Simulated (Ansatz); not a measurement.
Sb$_{2}$Te$_{3}$ (Bi2Te3 type, space group R-3m)

```
Sb2Te3
1.0
    2.13805     1.23440     9.94161
   -2.13805     1.23440     9.94161
    0.00000    -2.46881     9.94161
Sb Te
2 3
Direct
  0.39906   0.39906   0.39906
  0.60094   0.60094   0.60094
  0.00000   0.00000   0.00000
  0.21017   0.21017   0.21017
  0.78983   0.78983   0.78983
```

Scan: atom 5 (Te, nearest neighbour Sb at 3.005 Å; its periodic images, 4.3 Å or more away, move with it) is displaced towards the nearest neighbour, direction (-0.711, 0.411, -0.570) in Cartesian axes, by s. The other atoms stay.

Level of theory: PBE-D3(BJ) (plane waves to 420 eV, PAW, scalar-relativistic; Ansatz, an electronic-structure program). k mesh 7×7×7 (Γ-centred), Fermi-Dirac smearing 0.05 eV. As the smearing reaches across the gap at some points, energies and forces of such displacements shift with the k mesh and the smearing. F∥ is the force on the atom along that direction. Sb2Te3 was relaxed with its symmetry unable to fall. Spin-orbit coupling is left out, though Sb and Te are heavy. 

| s (Å) | F∥ (eV/Å) |
|---|---|
| -0.600 | 1.352 |
| -0.480 | 1.147 |
| -0.360 | 0.968 |
| -0.240 | 0.741 |
| -0.120 | 0.425 |
| 0.000 | 0.001 |
| 0.120 | -0.564 |
| 0.240 | -1.316 |
| 0.360 | -2.345 |
| 0.480 | -3.827 |
| 0.600 | -6.045 |

Question: What is the force constant k = d²E/ds² of this move at s = 0?

Answer: 4.07 eV/Å². The forces along the line at the two nearest points give (0.425 − (-0.564)) / (2·0.120) = 4.12 eV/Å²; the next pair corrects for the finite step.

(A displaced cell: forces are minus the slopes of the energy, force constants its curvatures, and phonons follow from these.)
